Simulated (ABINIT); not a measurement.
# Ge: band structure with AM05

**The experiment to reproduce.**

“Electronic and optical properties of SixGe1-x-ySny alloys lattice-matched to Ge”, 2021, arxiv:2109.02782 reports, for a bulk crystal of Ge at 300 K: band gap 0.807 eV (direct).

The system is Ge.

```
CELL_PARAMETERS angstrom
0.00000 2.82891 2.82891
2.82891 0.00000 2.82891
2.82891 2.82891 0.00000
ATOMIC_POSITIONS crystal
Ge 0.75000 0.75000 0.75000
Ge 0.50000 0.50000 0.50000
```

```yaml
Program: ABINIT 10.8.3 (patched build)
Task: band structure
Functional: AM05
Potentials_or_basis: JTH PAW PBE v2.0
Cutoff: 544 eV
k_mesh: 8 × 8 × 8
Occupations: fermi-dirac, width 0.05 eV
Spin: no spin polarisation
Fine-grid_cutoff: 1088.46 eV
Exchange_and_correlation_inside_the_PAW_spheres: full angular mesh (pawxcdev 0, this build's default; the released program takes 1)
```

| Quantity | Value |
| --- | --- |
| Band gap on the k mesh | none (metal or under the smearing width) |
| Valence electrons inside the program's atomic spheres | Ge 12.39 (radii [1.2196] Å) |

Levels at the corners of the path, in eV from the Fermi level:
| point | band 11 | band 12 | band 13 | band 14 | band 15 | band 16 | band 17 | band 18 |
| --- | --- | --- | --- | --- | --- | --- | --- | --- |
| Γ | -12.83 | -0.04 | -0.04 | -0.04 | -0.03 | 2.50 | 2.50 | 2.50 |
| X | -8.94 | -8.94 | -3.13 | -3.13 | 0.71 | 0.71 | 9.45 | 9.45 |
| W | -8.84 | -8.84 | -3.96 | -3.96 | 4.27 | 4.27 | 4.69 | 4.69 |
| K | -9.41 | -8.35 | -4.39 | -2.69 | 1.12 | 4.04 | 7.16 | 7.33 |
| Γ | -12.83 | -0.04 | -0.04 | -0.04 | -0.03 | 2.50 | 2.50 | 2.50 |
| L | -10.74 | -7.66 | -1.46 | -1.46 | 0.13 | 3.71 | 3.71 | 7.08 |
| U | -9.41 | -8.35 | -4.39 | -2.69 | 1.12 | 4.04 | 7.16 | 7.33 |
| W | -8.84 | -8.84 | -3.96 | -3.96 | 4.27 | 4.27 | 4.69 | 4.69 |
| L | -10.74 | -7.66 | -1.46 | -1.46 | 0.13 | 3.71 | 3.71 | 7.08 |
| K | -9.41 | -8.35 | -4.39 | -2.69 | 1.12 | 4.04 | 7.16 | 7.33 |

Wall time 95 s on 1 thread of Arm Neoverse V1 (shared host), peak memory 0.15 GiB.

A measured gap of Ge is 0.807 eV (direct; 300 K; “Electronic and optical properties of SixGe1-x-ySny alloys lattice-matched to Ge”, 2021, arxiv:2109.02782); the calculated 0.00 eV misses it by -0.81 eV. 3 values of this kind are on record (0.666 to 0.807 eV); this one was drawn at random among those near their median. Spin-orbit coupling on Ge is left out. The value is that of AM05 on a finite k mesh, which can miss the band edges, without temperature or zero-point motion. Semilocal functionals fall short of measured gaps as a rule.

Caveat: this crystal is a semiconductor, whose small gap the functional closes, so the metal is an error of the method.
